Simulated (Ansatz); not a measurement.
The system is SnTe.

```
Te Sn
1.0
     3.90470    0.00000    0.00000
     0.00000    3.90470    0.00000
     0.00000    0.00000    3.90470
Te Sn
1 1
Direct
  0.50000 0.50000 0.50000
  0.00000 0.00000 0.00000
```

Measurements of this composition are mostly on another form, of space group No. 225.

```yaml
Program: Ansatz 0.2.0
Task: relaxation of cell and atoms
Functional: HSE03
Potentials_or_basis: Ansatz PAW
Cutoff: "420 eV (not typed: the program's choice for these potentials)"
k_mesh: 4 × 4 × 4
Occupations: fermi-dirac, width 0.05 eV
Spin: no spin polarisation
```

At the start: volume 29.77 Å³/atom.

Problem. How do energy, volume and symmetry change on relaxing?

Solution. It ends after 4 steps and the volume is 28.98 Å³/atom (-2.6 %); space group Pm-3m (No. 221, to 0.05 Å).

The path:
| step | energy change (eV) | largest force (eV/Å) | volume (Å³) |
| --- | --- | --- | --- |
| 1 | 0.0000 | 0.0000 | 59.53 |
| 2 | -0.0043 | 0.0000 | 58.34 |
| 3 | -0.0046 | 0.0000 | 57.96 |
| 4 | -0.0043 | 0.0000 | 57.96 |

Final structure:
```
CELL_PARAMETERS angstrom
3.86990 0.00000 0.00000
0.00000 3.86990 0.00000
0.00000 0.00000 3.86990
ATOMIC_POSITIONS crystal
Te 0.50000 0.50000 0.50000
Sn 0.00000 0.00000 0.00000
```

Caveat: the k mesh is coarse (spacing up to 0.40 Å⁻¹), so the values aren't converged, least of all with exact exchange; the plane-wave basis is chosen anew once the cell has moved, so the energies of steps on either side of that aren't comparable; the PAW data sets come from PBE, with cores solved anew for the run's functional, which leaves a small shift of forces and pressure.
